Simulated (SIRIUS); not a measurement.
BaS in SIRIUS: convergence with k mesh

Input of the first run (k mesh 2 × 2 × 2); the others differ in this setting and in those tied to it:

The input sirius.json:

```json
{
  "control": {
    "processing_unit": "cpu",
    "verbosity": 2,
    "num_bands_to_print": 15,
    "print_forces": true,
    "print_stress": true
  },
  "parameters": {
    "electronic_structure_method": "pseudopotential",
    "xc_functionals": ["XC_LDA_X", "XC_LDA_C_PW"],
    "gk_cutoff": 7.4,
    "pw_cutoff": 14.8,
    "ngridk": [2, 2, 2],
    "shiftk": [0, 0, 0],
    "smearing": "gaussian",
    "smearing_width": 0.0018374661,
    "num_bands": 15,
    "num_mag_dims": 0,
    "num_dft_iter": 100,
    "energy_tol": 1e-08,
    "density_tol": 1e-06
  },
  "iterative_solver": {
    "type": "davidson",
    "min_tolerance": 1e-10
  },
  "mixer": {
    "type": "anderson",
    "beta": 0.7,
    "max_history": 8
  },
  "settings": {
    "tol_ne": 1e-10
  },
  "unit_cell": {
    "lattice_vectors": [
      [0.0, 6.035312810524, 6.035312810524],
      [6.035312810524, 0.0, 6.035312810524],
      [6.035312810524, 6.035312810524, 0.0]
    ],
    "atom_coordinate_units": "lattice",
    "atom_types": ["Ba", "S"],
    "atom_files": {
      "Ba": "Ba.json",
      "S": "S.json"
    },
    "atoms": {
      "Ba": [
        [0.0, 0.0, 0.0]
      ],
      "S": [
        [0.5, 0.5, 0.5]
      ]
    }
  }
}
```

Potentials or basis: PseudoDojo 0.4.1 LDA standard (scalar relativistic).

Run with:

```console
$ upf_to_json Ba.upf
$ upf_to_json S.upf
$ OMP_NUM_THREADS=1 sirius.scf --input=sirius.json --output=out.json --task=0
```

Hardware: 1 thread of Arm Neoverse V2, on a shared host.

| k mesh | energy less the tightest run, at zero smearing (meV/atom) | pressure (GPa) | gap on the mesh (eV) | SCF cycles | CPU time (s) | peak memory (GiB) |
| --- | --- | --- | --- | --- | --- | --- |
| 2 × 2 × 2 | 159.44 | -0.92 | 1.752 | 17 | 6.9 | 0.16 |
| 4 × 4 × 4 | 2.99 | -2.15 | 1.941 | 16 | 13 | 0.19 |
| 6 × 6 × 6 | 0.13 | -2.19 | 1.948 | 16 | 22 | 0.24 |
| 7 × 7 × 7 | 0.03 | -2.20 | 2.008 | 16 | 26 | 0.26 |
| 8 × 8 × 8 | 0.01 | -2.20 | 1.948 | 16 | 36 | 0.31 |
| 10 × 10 × 10 | 0.00 | -2.20 | 1.948 | 16 | 57 | 0.4 |
| 12 × 12 × 12 | 0.00 | -2.20 | 1.948 | 15 | 83 | 0.54 |
| 15 × 15 × 15 | 0.00 | -2.20 | 1.962 | 16 | 140 | 0.79 |

Against the tightest run, the energy stays within 1 meV/atom from 6 × 6 × 6 on; the pressure stays within 0.1 GPa from 4 × 4 × 4 on. Not settled before the last step: the gap on the mesh (to 0.01 eV). Meshes of other sizes hit other points, so gaps and Fermi surfaces needn't settle smoothly. The tightest run that finished is the yardstick and may itself not be fully converged.

Caveat, for the tightest run too: this release of the barium file is off; spin-orbit coupling is left out, which moves the levels of the heavy elements; an odd mesh through Γ misses points on the zone boundary, where band edges often lie.
